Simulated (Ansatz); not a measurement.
Write the native input for Ansatz 0.2.0 that does the following.

* Task: single point
* Functional: PBE
* Potentials or basis: Ansatz PAW
* Cutoff: 420 eV (not typed: the program's choice for these potentials)
* k mesh: 8 × 8 × 5
* Occupations: gaussian, width 0.012 eV
* Spin: no spin polarisation

The system is SnSe2.

```
CELL_PARAMETERS angstrom
3.81100 0.00000 0.00000
-1.90550 3.30042 0.00000
0.00000 0.00000 6.13600
ATOMIC_POSITIONS crystal
Sn 0.00000 0.00000 0.00000
Se 0.66667 0.33333 0.75100
Se 0.33333 0.66667 0.24900
```

The input as run:

input.yaml

```yaml
crystal:
  lattice:
    - [3.811, 0.0, 0.0]
    - [-1.9055, 3.3004228138, 0.0]
    - [0.0, 0.0, 6.136]
  atoms:
    - { symbol: Sn, position: [0.0, 0.0, 0.0] }
    - { symbol: Se, position: [0.6666666667, 0.3333333333, 0.751] }
    - { symbol: Se, position: [0.3333333333, 0.6666666667, 0.249] }
hamiltonian:
  xc: pbe
  pseudopotentials: { kind: paw }
kpoints:
  mp_grid: { grid: [8, 8, 5] }
scf:
  occupations: { method: gaussian, width: 0.012 }
output:
  forces: true
  stress: true
  eigenvalues: true
```

Potentials or basis: Ansatz PAW.

Run with:

```sh
$ ansatz run input.yaml --threads 2 --pin off --max-ram 5632MiB --backend cpu --events-out ev --progress --plain --runs-dir out
```

It gave:

The pressure is 5.5 GPa and the largest force is 0.787 eV/Å. The band gap on the k mesh is 0.81 eV, indirect (least direct gap 1.10 eV).

Caveat: odd divisions of the mesh miss points on the zone boundary, where band edges often lie, so the gap on the mesh can be too wide; spin-orbit coupling is left out, which moves the levels of the heavy elements; this functional lacks dispersion, which binds the layers, so the pressure and a relaxed spacing across them are unreliable.

Run time: 12 s on 2 threads of Intel(R) Xeon(R) Processor @ 2.50GHz (Skylake/Cascade Lake) (shared host), peak memory 0.42 GiB.
